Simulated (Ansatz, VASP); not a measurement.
## One calculation of Cs, two programs

```
Cs
1.0
    -2.98165    2.98165    2.98165
     2.98165   -2.98165    2.98165
     2.98165    2.98165   -2.98165
Cs
1
Direct
  0.00000 0.00000 0.00000
```

Change from the starting cell: volume scaled by 0.96.

Alike in both runs: task single point; functional LDA; k mesh 9 × 9 × 9; occupations fermi-dirac, width 0.05 eV; no spin polarisation.

```csv
,VASP,Ansatz
version,VASP 6.6.1,Ansatz 0.2.0
potentials or method,"VASP PAW LDA potentials, release 64 (Cs_sv), cutoff 520 eV","all-electron LAPW, scalar-relativistic"
```

```csv
,VASP,Ansatz,Ansatz less VASP
pressure (GPa),-0.2,-0.2,+0.01
```

Ansatz ran all-electron here, so the differences hold the error of VASP's frozen core and of both bases.

The runs have no spin-orbit coupling, so splittings on Cs are missing.
